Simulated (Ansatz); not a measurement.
Runs of Ansatz 0.2.0 on As. The structure is cubic, space group Pm-3m (No. 221). Conventional cell: a = 2.704 Å, b = 2.704 Å, c = 2.704 Å, α = 90.00°, β = 90.00°, γ = 90.00°. Around As (site symmetry m-3m) lie 6 As at 2.70 Å. This isn't the form of As at room conditions, which is rhombohedral.

```csv
task,level,cell,k mesh,smearing,atoms under strain,gap on the mesh (eV),pressure (GPa),relaxed volume (Å³/atom)
relaxation of cell and atoms,BLYP+D4,relaxed,10 × 10 × 10,fermi-dirac 0.05 eV,-,none,0.0,20.05
relaxation of cell and atoms,revPBE+D3(BJ),relaxed,10 × 10 × 10,fermi-dirac 0.05 eV,-,none,0.0,18.88
phonons,LDA,as given,7 × 7 × 7,fermi-dirac 0.05 eV,-,none,-,-
elastic constants,LDA,as given,7 × 7 × 7,fermi-dirac 0.05 eV,relaxed,none,-2.9,-
relaxation of cell and atoms,RPBE+D4,relaxed,10 × 10 × 10,fermi-dirac 0.05 eV,-,none,0.0,(a)
relaxation of cell and atoms,revPBE+D4,relaxed,10 × 10 × 10,fermi-dirac 0.05 eV,-,none,0.0,18.99
single point,PBE,as given,10 × 10 × 10,gaussian 0.029 eV,-,none,2.2,-
relaxation of cell and atoms,BLYP+D3(BJ),relaxed,10 × 10 × 10,fermi-dirac 0.05 eV,-,none,0.0,(b)
```

Alike in all rows: potentials or basis Ansatz PAW; no spin polarisation; cutoff (eV) 420.

Q: Estimate the missing entries.

A: (a) 18.84; (b) 19.81.

Caveats: the PAW data sets come from PBE, with cores solved anew for the run's functional, which leaves a small shift of forces and pressure (some runs); the plane-wave basis is chosen anew once the cell has moved, so the energies of steps on either side of that aren't comparable (some runs); pairwise dispersion overbinds metals, which lowers pressure and volume (some runs); elastic constants of metals need much finer meshes, so these are rough (some runs).

A k mesh can miss the band edges, and the runs leave out spin-orbit coupling on As.

A gap of «none» marks a metal or a gap under the smearing width.
